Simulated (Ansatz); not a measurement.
# Thickness series of a surface: hcp Ti (0001)

All-electron LAPW in Ansatz 0.2.0 under PBE, scalar-relativistic, energies extrapolated to zero smearing, no spin–orbit coupling, no spin polarisation. The 1×1 slabs (area 7.49 Å²) are cut from the bulk relaxed on PAW files, and their atoms are relaxed; γ counts from the bulk energy, Δd12 is the change of the outer spacing. No reconstruction is allowed, and meshes differ a little between slabs.

```
planes  γ (J/m²)  Φ (eV)  Δd12 (%)
     1     2.274    4.08         –
     3     2.027    4.41      -4.6
     4     1.969    4.42      -7.6
     5     1.966    4.45      -7.2
     6     1.976       ?      -7.0
     7         ?    4.41      -7.2
```

Give the missing entry: row "6", column "Φ (eV)".

4.40.

What belongs in the row "7", column "γ (J/m²)"?

1.972.

How far have the values settled with thickness?

Between 6 and 7 planes γ moves by -0.2 % and Φ by +0.01 eV. Thin films carry quantum-size oscillations, so two neighbours that agree don't prove convergence.
